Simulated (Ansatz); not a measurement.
Ga: electron density at the nuclei under pressure

```
Ga
1.0
     2.25535   -3.82240    0.00000
     2.25535    3.82240    0.00000
     0.00000    0.00000    4.51670
Ga
4
Direct
  0.15250 0.84750 0.07850
  0.65250 0.34750 0.42150
  0.84750 0.15250 0.92150
  0.34750 0.65250 0.57850
```

Atoms are numbered in the order listed.

Conventional cell: a = 4.511 Å, b = 7.645 Å, c = 4.517 Å, α = 90.00°, β = 90.00°, γ = 90.00°. Ga (atom 1) has 7 Ga at 2.44 to 2.79 Å as nearest neighbours.

The cell is COD entry 9008562, as deposited and not checked against the literature; nothing was relaxed.

Level of theory: DFT, PBE, all-electron PAW with datasets made for the crystal, scalar-relativistic (Ansatz 0.2.0).

Sampling and basis: a Γ-centred 9×9×8 k mesh, Fermi–Dirac smearing of 0.05 eV, cutoff 320 eV (chosen by the program for this cell), no spin polarisation.

The contact density is the mean electron density over the nuclear volume; its changes follow the s electrons' response to bonding and compression. Changes below are taken from the unscaled cell, where it is 187502 e/Å³ at Ga1.

Volumes at which the program chose other datasets or cutoffs are left out.

The datasets are made afresh for each cell, so very small changes are uncertain.

(1) Does compression raise or lower the contact density at Ga1?

(2) Tabulate the changes with volume.

## Answers

(1) It lowers it, by 1.68 e/Å³ over the whole range.

(2) 
```
V/V(cell)  P (GPa)  Δρ(0) Ga1 (e/Å³)
   0.9400      6.7             -1.68
   0.9600      5.0             -1.16
   0.9800      3.6             -0.59
   0.9900      2.9             -0.30
   1.0000      2.3              0.00
```
